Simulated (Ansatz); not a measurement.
# Silicon, omega (AlB2-type) under revPBE: structure, energy and stiffness

Aim: take silicon in the omega (AlB2-type) structure, relax it, solve it on a dense k-mesh, then scale the cell to 7 volumes from 88 to 112 % of the relaxed one and try a fit of the equation of state. Spin polarisation is left out. The k-meshes are 8×8×12 for the relaxation; 11×11×16 for the dense run; 9×9×14 for the volumes.

Method: DFT revPBE, plane waves (420 eV) with PAW, scalar-relativistic; PBE-made PAW files, in Ansatz 0.2.0.

### Step 1. The starting structure

It takes space group P6/mmm (No. 191, hexagonal). Conventional cell: a = 4.394 Å, b = 4.394 Å, c = 2.694 Å, α = 90.00°, β = 90.00°, γ = 120.00°. Si (site symmetry 6/mmm) has 14 Si at 2.69 to 2.87 Å as nearest neighbours. Around Si (site symmetry -6m2) lie 11 Si at 2.54 to 2.87 Å.

Coordinates:

```xyz
3
Lattice="4.3943 0.0000 0.0000 -2.1971 3.8056 0.0000 0.0000 0.0000 2.6937" Properties=species:S:1:pos:R:3 pbc="T T T"
Si    0.0000    0.0000    0.0000
Si    0.0000    2.5370    1.3469
Si    2.1971    1.2685    1.3469
```

### Step 2. Relaxing cell and atoms

The input, input.yaml:

```yaml
crystal:
  lattice:
    - [4.3942991671, 0.0, 0.0]
    - [-2.1971495836, 3.8055747106, 0.0]
    - [0.0, 0.0, 2.6937053894]
  atoms:
    - { symbol: Si, position: [0.0, 0.0, 0.0] }
    - { symbol: Si, position: [0.3333333333, 0.6666666667, 0.5] }
    - { symbol: Si, position: [0.6666666667, 0.3333333333, 0.5] }
hamiltonian:
  xc: revpbe
  pseudopotentials:
    kind: paw
    azcp:
      Si: "pseudopotentials/Si.paw.azcp"
basis:
  ecutwfc: 420
  fft_grid_basis: typed
kpoints:
  mp_grid: { grid: [8, 8, 12], shift: [0, 0, 0] }
magnetization:
  spin_polarized: false
scf:
  occupations: { method: fermi_dirac, width: 0.1 }
relax:
  max_steps: 60
  f_tol: 0.01
  cell: {}
output:
  write_density: true
  write_potential: true
  elf: true
  volumetric_format: npy
```

The runs that follow: The energy on a finer k-mesh; Volume × 0.88; Volume × 0.92; Volume × 0.96; Volume × 1.0; Volume × 1.04; Volume × 1.08; Volume × 1.12.

Q: Predict the outcome of this session. Wanted: space group; conventional cell; volume; shortest distance; gap on the mesh; relative to diamond; V₀, B₀, B₀′.

**Answer**, as computed:

```
                      quantity                                   value
space group (spins left aside)                        P6/mmm (No. 191)
             conventional cell  a = 4.489 Å, c = 2.570 Å (c/a = 0.573)
                        volume                          14.953 Å³/atom
             shortest distance                                 2.570 Å
               gap on the mesh            none (levels filled in part)
           relative to diamond                           +523 meV/atom
                   V₀, B₀, B₀′             14.934 Å³/atom, 93 GPa, 4.4
```

The relaxation shrank the cell by 0.4 % in volume. Against the reference form of silicon (diamond, computed apart with the same settings) it stands 523 meV/atom higher. Levels at the Fermi energy are filled in part, as in a metal. The fitted modulus is 93 GPa; letting shape and positions relax at each volume could only lower it. Relaxation kept the symmetry; phonons were not checked.
